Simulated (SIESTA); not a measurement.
**GePt under changes of volume**

One of the cells (16.079 Å³/atom); the others are scaled copies at fixed shape and fractional positions:

```xyz
8
Lattice="5.7190 0.0000 0.0000 0.0000 3.6970 0.0000 0.0000 0.0000 6.0840" Properties=species:S:1:pos:R:3 pbc="T T T"
Pt    0.0029    2.7728    4.9232
Pt    2.8566    0.9243    1.8812
Pt    2.8624    2.7728    4.2028
Pt    5.7161    0.9243    1.1608
Ge    4.6610    2.7728    2.4944
Ge    3.9175    0.9243    5.5364
Ge    1.8015    2.7728    0.5476
Ge    1.0580    0.9243    3.5896
```

| Property | Result |
| --- | --- |
| Program | SIESTA 5.4.2 |
| Functional | LDA |
| Potentials or basis | PseudoDojo 0.4 standard (LDA files) |
| Basis | DZP (energy shift 0.003 Ry; two zetas on semicore shells) |
| Grid cutoff | 800 Ry |
| Energy shift | 0.003 Ry |
| k mesh | 4 × 5 × 4 |
| Occupations | fermi-dirac, width 0.05 eV |
| Spin | no spin polarisation |

```csv
volume (Å³/atom),energy over the lowest point (meV/atom),pressure (GPa),largest force (eV/Å)
15.115,?,?,?
15.436,19.25,9.2,0.239
15.758,5.38,4.7,0.164
16.079,0.00,0.7,0.097
16.401,2.16,-2.8,0.064
16.723,10.98,-5.9,0.098
17.044,25.72,-8.7,0.135
```

Task: What does the run at 15.115 Å³/atom give?

Result: Energy over the lowest point 42.67 meV/atom; pressure 14.2 GPa; largest force 0.326 eV/Å.

Worked out: A Birch-Murnaghan fit of order 3 (a polynomial in V^(-2/3)) to the other rows has its minimum at 16.14 Å³/atom with B0 = V·E''(V) = 184 GPa and B' = 5.0 at fixed shape and positions, which overstates the stiffness. It gives 42.60 meV/atom at 15.115 Å³/atom, against the run's 42.67, and -dE/dV = 14.2 GPa, against 14.2.

Energies are extrapolated to zero smearing.

Caveats: short orbitals over semicore shells can move pressures by several GPa; the basis of atomic orbitals isn't converged, which shifts pressures, moduli and gaps.
